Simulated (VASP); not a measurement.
# Settings for Pd: self-consistent run

Pd, I4/mmm (no. 139), 1 atom in the cell. LDA; PAW potentials Pd (LDA set). VASP 6.6.1.

Wanted: energy within 2 meV/atom.

What the run is for: energy; Accuracy asked: standard.

POSCAR:
```
Pd
1.0
    0.0000000000      1.9465000000      1.9756975000
    1.9465000000      0.0000000000      1.9756975000
    1.9465000000      1.9465000000      0.0000000000
Pd
1
Direct
    0.0000000000      0.0000000000      0.0000000000
```

The series start from Plane-wave cutoff (eV): 320; Smearing width (eV): 0.07; k-point mesh: 16 × 16 × 16; Precision mode (PREC): Accurate; Electronic threshold (eV): 1e-6; Bands in all (NBANDS): 14; Electronic algorithm: ALGO=Normal; Support grid and gradient cutoff: ADDGRID=False GGA_COMPAT=False; Use of symmetry (ISYM): defaults. Each series keeps the choices made before it, and each single choice may use up half of a tolerance.

## Plane-wave cutoff (eV)

| Plane-wave cutoff (eV) | Energy less reference (meV/atom) | SCF iterations | Time (s) |
|---|---|---|---|
| 200 | 141.9 | 10 | 22 |
| 250 | -0.4 | 11 | 25 |
| 290 | -8.2 | 11 | 30 |
| 320 | -5.3 | 11 | 28 |
| 380 | -0.1 | 11 | 38 |
| 440 | 0.0 | 11 | 48 |
| 520 | -0.1 | 11 | 61 |
| 650 (reference) | 0.0 | 11 | 73 |

Chosen: 380, the loosest value from which every tighter one stays within half of the tolerance.

## Smearing width (eV)

| Smearing width (eV) | Energy less reference (meV/atom) | SCF iterations | Time (s) |
|---|---|---|---|
| 0.3 | -5.2 | 11 | 38 |
| 0.2 | -1.2 | 11 | 37 |
| 0.15 | -0.3 | 11 | 38 |
| 0.1 | 0.0 | 11 | 37 |
| 0.07 | 0.1 | 11 | 38 |
| 0.04 (reference) | 0.0 | 11 | 37 |

Chosen: 0.15.

## k-point mesh

| k-point mesh | Energy less reference (meV/atom) | SCF iterations | Time (s) |
|---|---|---|---|
| 5 × 5 × 5 | 156.0 | 11 | 5.9 |
| 7 × 7 × 7 | -5.1 | 10 | 7.5 |
| 8 × 8 × 8 | 23.0 | 11 | 9.3 |
| 10 × 10 × 10 | -12.5 | 11 | 14 |
| 13 × 13 × 13 | -3.3 | 11 | 23 |
| 16 × 16 × 16 | 0.6 | 11 | 38 |
| 19 × 19 × 19 | 2.4 | 11 | 55 |
| 23 × 23 × 23 (reference) | 0.0 | 11 | 87 |

Chosen: 23 × 23 × 23; the next looser run is off by more than half of the tolerance, so convergence isn't shown beyond this value.

## Precision mode (PREC)

| Precision mode (PREC) | Energy less reference (meV/atom) | SCF iterations | Time (s) |
|---|---|---|---|
| Low | -0.8 | 11 | 52 |
| SingleN | -0.8 | 11 | 53 |
| Normal | 0.0 | 11 | 54 |
| Accurate (reference) | 0.0 | 11 | 87 |

Chosen: Low.

## Electronic threshold (eV)

| Electronic threshold (eV) | Energy less reference (meV/atom) | SCF iterations | Time (s) |
|---|---|---|---|
| 0.001 | 0.0 | 9 | 45 |
| 0.0001 | 0.0 | 9 | 46 |
| 1e-5 | 0.0 | 9 | 47 |
| 1e-6 | 0.0 | 11 | 52 |
| 1e-7 | 0.0 | 11 | 53 |
| 1e-8 (reference) | 0.0 | 12 | 52 |

Chosen: 0.001.

## Bands in all (NBANDS)

| Bands in all (NBANDS) | Energy less reference (meV/atom) | SCF iterations | Time (s) |
|---|---|---|---|
| 6 | 0.0 | 9 | 16 |
| 7 | 0.0 | 9 | 20 |
| 9 | 0.0 | 9 | 26 |
| 11 | 0.0 | 9 | 34 |
| 14 | 0.0 | 9 | 45 |
| 23 (reference) | 0.0 | 9 | 64 |

Chosen: 6.

## Electronic algorithm

| Electronic algorithm | Energy less reference (meV/atom) | SCF iterations | Time (s) |
|---|---|---|---|
| ALGO=Normal | 0.0 | 9 | 16 |
| ALGO=Fast | 0.0 | 9 | 19 |
| ALGO=VeryFast | 0.0 | 16 | 26 |
| ALGO=All ISEARCH=1 | 0.0 | 10 | 21 |
| ALGO=All ISEARCH=0 | 0.0 | 10 | 21 |
| ALGO=Damped TIME=0.4 | 0.1 | 14 | 26 |
| ALGO=Damped TIME=0.1 | 2.0 | 16 | 27 |

Chosen: ALGO=Normal; no other choice that stays within half of the tolerance saves 30 % of the time.

## Support grid and gradient cutoff

| Support grid and gradient cutoff | Energy less reference (meV/atom) | SCF iterations | Time (s) |
|---|---|---|---|
| ADDGRID=False GGA_COMPAT=False | 0.0 | 9 | 16 |
| ADDGRID=True GGA_COMPAT=False | -0.4 | 9 | 18 |
| ADDGRID=False GGA_COMPAT=True | 0.0 | 9 | 17 |

Chosen: ADDGRID=False GGA_COMPAT=False.

## Use of symmetry (ISYM)

| Use of symmetry (ISYM) | Energy less reference (meV/atom) | SCF iterations | Time (s) |
|---|---|---|---|
| defaults | 0.0 | 9 | 16 |
| ISYM=1 | 0.0 | 9 | 17 |
| ISYM=0 | 0.0 | 9 | 88 |
| ISYM=-1 | 0.0 | 9 | 168 |

Chosen: defaults.

## All choices together

| Input | Energy less reference (meV/atom) | Time (s) |
|---|---|---|
| the program's defaults (naive) | -16.0 | 5.2 |
| chosen settings | -1.8 | 16 |
| reference settings throughout | 0.0 | 300 |

The chosen settings stay within the tolerance of the reference run, but the reference itself isn't shown to be converged in: k-point mesh.

## The input

INCAR:
```
GGA = CA
ISMEAR = 0
SIGMA = 0.15
LWAVE = False
LCHARG = False
ISIF = 2
PREC = Low
LASPH = True
LREAL = False
ALGO = Normal
EDIFF = 0.001
NELM = 120
GGA_COMPAT = False
ENCUT = 380
NBANDS = 6
ADDGRID = False
```

KPOINTS:
```
Automatic mesh
0
Gamma
  23 23 23
  0 0 0
```

Commands:
```
cat potpaw_LDA.64/Pd/POTCAR > POTCAR
mpirun -np 1 vasp_std > vasp.out
```

The chosen input took VASP 6.6.1 16 s on 1 core (AMD EPYC 9R14 (Zen 4)), a shared host.

## An input that fails: cutoff far too low

It runs to its end, but against the unchanged starting input it is off by 2174.3 meV/atom in the energy.

Changes against the starting input:
```
- NELM = 120
- ENCUT = 320
+ NELM = 52
+ ENCUT = 140
```
